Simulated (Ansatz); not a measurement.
The system is CdSe.

```xyz
2
Lattice="0.0000 3.0703 3.0703 3.0703 0.0000 3.0703 3.0703 3.0703 0.0000" Properties=species:S:1:pos:R:3 pbc="T T T"
Cd    0.0000    0.0000    0.0000
Se    1.5351    1.5351    1.5351
```

Measurements of this composition are mostly on another form, of space group No. 186.

```yaml
Program: Ansatz 0.2.0
Task: phonons
Functional: LDA
Potentials_or_basis: Ansatz PAW
Cutoff: "420 eV (not typed: the program's choice for these potentials)"
k_mesh: 6 × 6 × 6
Occupations: fixed
Spin: no spin polarisation
q_mesh: 2 × 2 × 2
Path: "[[\"G\", \"X\", \"W\", \"K\", \"G\", \"L\", \"U\", \"W\", \"L\", \"K\"], [\"U\", \"X\"]]"
Points_for_each_segment_of_the_path: 8
```

**Question.** Is this structure dynamically stable at this level, and how far does the spectrum reach?

**Answer.** Yes, as far as this q mesh shows: no mode on the path is imaginary. The highest frequency is 185 cm⁻¹.

A q mesh this small can miss soft modes between its points.

Caveat: the q mesh is small, so phonon branches between its points and thermal values are rough.
